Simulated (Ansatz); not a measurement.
**Relaxing BaTiO3**

These are results of Ansatz, DFT r2SCAN, scalar-relativistic, plane waves, PAW, not measurements. Settings: 500 eV cutoff, 8×8×8 k-mesh, Gaussian smearing of 0.02 eV, no spin polarisation.

What was changed: relaxed at 90 GPa.

Other phases may be more stable at this pressure.

Command:

```bash
ansatz run input.yaml --threads 1 --pin off --max-ram 2560MiB --backend cpu --events-out ev --progress --plain --runs-dir out
```

Input:

```yaml
crystal:
  lattice:
    - [3.657627659, 0.0, 0.0]
    - [0.0, 3.657627659, 0.0]
    - [0.0, 0.0, 3.657627659]
  atoms:
    - { symbol: Ba, position: [0.5, 0.5, 0.5] }
    - { symbol: Ti, position: [0.0, 0.0, 0.0] }
    - { symbol: O, position: [0.5, 0.0, 0.0] }
    - { symbol: O, position: [0.0, 0.5, 0.0] }
    - { symbol: O, position: [0.0, 0.0, 0.5] }
basis:
  ecutwfc: 500
kpoints:
  mp_grid: { grid: [8, 8, 8] }
hamiltonian:
  xc: r2scan
scf:
  occupations: { method: gaussian, width: 0.02 }
output:
  forces: true
  stress: true
  eigenvalues: true
relax:
  adjacent_minimum: "off"
  f_tol: 0.008
  max_steps: 50
  cell: { stress_tol: 0.08, p_target: 90.0 }
```

F is the free energy. Steps run on the plane waves of an earlier cell, but the last one, and at times one on the way, on a freshly chosen basis, so a repeated geometry can differ a little in energy. The relaxation lowers the enthalpy F + PV at the target pressure, so F itself can rise.

Steps:

```tsv
step	F − F(1) (eV)	largest force component (eV/Å)	V (Å³/atom)	P (GPa)
1	0.0000	0.000	9.787	85.41
2	0.3430	0.000	9.662	92.03
3	0.2360	0.000	9.700	89.98
4	0.2364	0.000	9.700	89.99
```

Relaxed structure:

```xyz
5
Lattice="3.6468 0.0000 0.0000 0.0000 3.6468 0.0000 0.0000 0.0000 3.6468" Properties=species:S:1:pos:R:3 pbc="T T T"
Ba    1.8234    1.8234    1.8234
Ti    0.0000    0.0000    0.0000
O     1.8234    0.0000    0.0000
O     0.0000    1.8234    0.0000
O     0.0000    0.0000    1.8234
```

Symmetry: Pm-3m, No. 221, cubic system. The conventional cell has a = 3.647 Å, b = 3.647 Å, c = 3.647 Å, α = 90.00°, β = 90.00°, γ = 90.00°. Around Ba (site symmetry m-3m) lie 12 O at 2.58 Å. Ti (site symmetry m-3m) is surrounded by 6 O at 1.82 Å. O (site symmetry 4/mmm) is surrounded by 2 Ti at 1.82 Å.

The run converged. It took 21 s on 1 thread of AMD EPYC 7R32 (Zen 2) (shared host), peak memory 0.53 GiB.